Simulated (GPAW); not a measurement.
The system is AlRu.

```xyz
2
Lattice="2.9916 0.0000 0.0000 0.0000 2.9916 0.0000 0.0000 0.0000 2.9916" Properties=species:S:1:pos:R:3 pbc="T T T"
Ru    1.4958    1.4958    1.4958
Al    0.0000    0.0000    0.0000
```

Program: GPAW 26.7.0. Alike in all runs: task band structure; cell as given; cutoff (eV) 600; smearing fermi-dirac 0.05 eV.

Order these runs on this cell by their pressure, lowest first.
A. level LDA; potentials or basis the program's PAW data sets (release 1.2.1) made for this functional, pw; spin off; k mesh 9 × 9 × 9; band points 100
B. level RPBE; potentials or basis the program's PAW data sets (release 1.2.1) made for this functional, pw; spin off; k mesh 9 × 9 × 9; band points 60
C. level PBEsol; potentials or basis PAW data sets generated in the run's folder for this functional, pw; spin SOC, no magnetisation; k mesh 7 × 7 × 7; band points 60; spin axis theta (degrees) 0; spin axis phi (degrees) 0; soc after scf second variation
D. level BLYP; potentials or basis PAW data sets generated in the run's folder for this functional, pw; spin off; k mesh 9 × 9 × 9; band points 100; eigensolver davidson

A (-7.6 GPa), C (-2.5 GPa), B (6.9 GPa), D (9.3 GPa).

Caveats: spin-orbit coupling was added after a scalar SCF, so levels and gaps hold it while energy, forces, pressure and moments don't (some runs).

Runs at the PBE level aren't shown here.
